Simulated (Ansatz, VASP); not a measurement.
**One calculation of TiB2, two programs**

The input INCAR:

```
SYSTEM = TiB2
  PREC = Accurate
  ENCUT = 520
  EDIFF = 1E-8
  ISMEAR = -1
  SIGMA = 0.15
  LREAL = .FALSE.
  LASPH = .TRUE.
  NELM = 100
  ALGO = Normal
  ISIF = 2
  LWAVE = .FALSE.
  LCHARG = .FALSE.
  GGA = PE
  LEFG = .TRUE.
  NBANDS = 16
```

File KPOINTS:

```
Automatic mesh
0
G
  15 15 14
  0 0 0
```

The input POSCAR:

```
TiB2
1.0
    3.0328280842      0.0000000000      0.0000000000
   -1.5164140421      2.6265061662      0.0000000000
    0.0000000000      0.0000000000      3.2239016474
Ti B
1 2
Direct
    0.0000000000      0.0000000000      0.0000000000
    0.3333333333      0.6666666667      0.5000000000
    0.6666666667      0.3333333333      0.5000000000
```

Input for Ansatz:

```yaml
crystal:
  lattice:
    - [3.0328280842, 0.0, 0.0]
    - [-1.5164140421, 2.6265061662, 0.0]
    - [0.0, 0.0, 3.2239016474]
  atoms:
    - { symbol: Ti, position: [0.0, 0.0, 0.0] }
    - { symbol: B, position: [0.3333333333, 0.6666666667, 0.5] }
    - { symbol: B, position: [0.6666666667, 0.3333333333, 0.5] }
basis:
  ecutwfc: 420
kpoints:
  mp_grid: { grid: [15, 15, 14] }
hamiltonian:
  xc: pbe
scf:
  occupations: { method: fermi_dirac, width: 0.15 }
output:
  forces: true
  stress: true
  eigenvalues: true
  efg: {}
checkpoint:
  read: start.run
  write: ck
  compress: false
  write_wavefunctions: false
  write_every: 100000
```

Alike in both runs: task electric field gradients; functional PBE; k mesh 15 × 15 × 14; occupations fermi-dirac, width 0.15 eV; no spin polarisation.

```csv
,VASP,Ansatz
version,VASP 6.6.1,Ansatz 0.2.0
potentials or method,"VASP PAW PBE potentials, release 64 (Ti_sv, B)","scalar-relativistic, plane waves, PAW"
plane-wave cutoff (eV),520,420
valence electrons in the cell,18,18
```

|  | VASP | Ansatz | Ansatz less VASP |
| --- | --- | --- | --- |
| gap on the k mesh at the Fermi level (eV) | none | none | - |
| pressure (GPa) | 0.2 | 0.0 | -0.17 |
| Vzz of the field gradient on the site that differs most (V/Å²) | 17.5 | 19.7 | +2.22 |

A gap of «none» marks a metal or a gap that the smearing closes.
